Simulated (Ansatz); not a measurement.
**Relaxing Bi3S2**

Level of theory: Ansatz 0.2.0, DFT PBE, scalar-relativistic, plane waves, PAW. Cutoff 420 eV, Γ-centred k mesh, Gaussian smearing, no spin polarisation in the final step.

Bi3S2 was placed on the anti-tetradymite structure type (R-3m, No. 166), with S in place of Bi, Bi in place of Te, at a guessed volume.

```yaml
crystal:
  lattice:
    - [2.03981, 1.17768, 9.45554]
    - [-2.03981, 1.17768, 9.45554]
    - [0.00000, -2.35537, 9.45554]
  atoms:
    - { symbol: Bi, position: [0.00000, 0.00000, 0.00000] }
    - { symbol: Bi, position: [0.20950, 0.20950, 0.20950] }
    - { symbol: Bi, position: [0.79050, 0.79050, 0.79050] }
    - { symbol: S, position: [0.40000, 0.40000, 0.40000] }
    - { symbol: S, position: [0.60000, 0.60000, 0.60000] }
```

Cell and atoms relax at zero pressure; the relaxation can't lower the symmetry of the start. After a coarse first stage the cell is made exact in the group found at 0.06 Å.

The zero of energy is the elements' standard structures at the same level; no fitted shifts are applied.

(1) Which crystal results?

(2) What are its volume, energy, density and gap?

Answers

(1) It keeps R-3m (No. 166). The result has the tetradymite structure. Conventional cell: a = 4.064 Å, c = 29.949 Å. Around Bi on Wyckoff site a (1 atom of the primitive cell) lie 6 S at 2.85 Å; around Bi on Wyckoff site c (2 atoms of the primitive cell) lie 3 Bi at 3.15 Å and 3 S at 3.30 Å; around S lie 3 Bi at 2.85 Å and 3 Bi at 3.30 Å.

Space group R-3m:H (No. 166). a = 4.064 Å, b = 4.064 Å, c = 29.949 Å, α = 90.00°, β = 90.00°, γ = 120.00°
| atom | site | symmetry | x | y | z |
| --- | --- | --- | --- | --- | --- |
| Bi | 3a | -3m | 0.0000 | 0.0000 | 0.0000 |
| Bi | 6c | 3m | 0.3333 | 0.6667 | 0.8683 |
| S | 6c | 3m | 0.6667 | 0.3333 | 0.7208 |

(2) The volume per atom is 28.56 Å³ and the density is 8.04 g/cm³. The energy over the elements is -0.16 eV/atom and the gap on the 12×12×12 mesh is 0 eV (a metal).

The final run used a 12×12×12 mesh on its 5-atom cell and 0.10 eV smearing. For metals, differences of a few meV/atom aren't resolved. Spin–orbit coupling is left out. A structure relaxed within its symmetry needn't be a true minimum. The steps took about 5 core-minutes in all.